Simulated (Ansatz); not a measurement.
# Calculated coordination and ³⁵Cl quadrupole coupling for NaCl

Cell: a Materials Project structure (computed, not necessarily an observed phase).

Space group P-62m (No. 189); a = 6.7996, c = 7.0948 Å, γ = 120.00°.

```
site  Wyckoff  site symmetry       x       y       z
 Na1       3g            m2m  0.0000  0.6692  0.5000
 Na4       3f            m2m  0.0000  0.3366  0.0000
 Cl7       4h            3..  0.6667  0.3333  0.2504
Cl11       2e            3.m  0.0000  0.0000  0.7509
```

One atom of each set is listed.

Method: Kohn–Sham DFT in Ansatz, PBE, plane waves and PAW, scalar-relativistic, 420 eV cutoff, Γ-centred 5×5×4 k-points, Fermi–Dirac smearing 0.02 eV.

Q(³⁵Cl) = -81.12 mb.

**Question.** Rank these Cl sites by |C_Q|, smallest first.
A. Cl7: 6 Na at 2.87–2.88 Å
B. Cl11: 6 Na at 2.87–2.89 Å

**Answer.** A (0.393 MHz, η = 0.00), B (0.441 MHz, η = 0.00).

An axis of threefold or higher order runs through Cl7 and Cl11, so V_zz lies along it and η is zero.
